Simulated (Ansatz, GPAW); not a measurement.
Given: the input of a run of Ansatz 0.2.0 on TiO. The cell comes from a database or a generator and needn't be the stable form of this composition.

File input.yaml:

```yaml
crystal:
  lattice:
    - [2.70834008, 0.0, 0.0]
    - [0.0, 2.70834008, 0.0]
    - [0.0, 0.0, 2.70834008]
  atoms:
    - { symbol: Ti, position: [0.0, 0.0, 0.0] }
    - { symbol: O, position: [0.5, 0.5, 0.5] }
hamiltonian:
  xc: r2scan
  pseudopotentials: { kind: paw }
  hubbard: { sites: [{ species: Ti, l: d, u_eff: 4.0 }] }
kpoints:
  mp_grid: { grid: [7, 7, 7] }
scf:
  occupations: { method: gaussian, width: 0.05 }
output:
  forces: true
  stress: true
  eigenvalues: true
```

Potentials or basis: Ansatz PAW.

Command:

```console
$ ansatz run input.yaml --threads 2 --pin off --max-ram 5632MiB --backend cpu --events-out ev --progress --plain --runs-dir out
```

Q: Set up the same calculation for GPAW 26.7.0 (ASE script). Potentials or basis there: GPAW PAW data sets (gpaw-data 1.2.1), cutoff 800 eV.

A: As run (cutoffs and basis follow the program's own potentials, and thresholds, step limits or extra output files can differ):

The input run.py:

```python
from ase.dft.bandgap import bandgap
from ase.io import read, write
from ase.units import GPa
from gpaw import GPAW, PW

atoms = read('TiO.xyz')

calc = GPAW(mode=PW(800),
            xc='MGGA_X_R2SCAN+MGGA_C_R2SCAN',
            kpts={'size': (7, 7, 7), 'gamma': True},
            occupations={'name': 'methfessel-paxton', 'order': 0, 'width': 0.05},
            setups={'Ti': ':d,4.0'},
            nbands=19,
            convergence={'density': 1e-05, 'energy': 1e-05},
            maxiter=150,
            txt='gpaw.txt')
atoms.calc = calc
energy = atoms.get_potential_energy()
forces = atoms.get_forces()
stress = atoms.get_stress()
calc.write('gs.gpw')
write('result.traj', atoms)
print(f'Energy: {energy:.6f} eV')
print('Forces (eV/A):')
print(forces.round(4))
print('Stress (GPa):', (stress / GPa).round(3))
print('Fermi level:', round(calc.get_fermi_level(), 4), 'eV')
print(f'Gap: {bandgap(calc)[0]:.4f} eV, direct: {bandgap(calc, direct=True)[0]:.4f} eV')
```

TiO.xyz

```xyz
2
Lattice="2.7083400800 0.0000000000 0.0000000000 0.0000000000 2.7083400800 0.0000000000 0.0000000000 0.0000000000 2.7083400800" Properties=species:S:1:pos:R:3 pbc="T T T"
Ti     0.0000000000      0.0000000000      0.0000000000
O      1.3541700400      1.3541700400      1.3541700400
```

Potentials or basis: GPAW PAW data sets (gpaw-data 1.2.1), pw.

Run with:

```sh
$ OMP_NUM_THREADS=1 python run.py
```

Both were run:

|  | Ansatz | GPAW |
| --- | --- | --- |
| Pressure | -11.7 GPa | -11.6 GPa |

Ansatz's pressure holds a Pulay term of +0.14 GPa for its cutoff of 500 eV, which the other run lacks.

Ansatz's potentials were made for PBE. GPAW's potentials were made for PBE.

Where Ansatz's input types no cutoff or centring, it takes its own default and a Γ-centred mesh.

The cell lies far from this level's equilibrium.

How U acts hangs on each program's projectors.

Pressure is positive in compression.
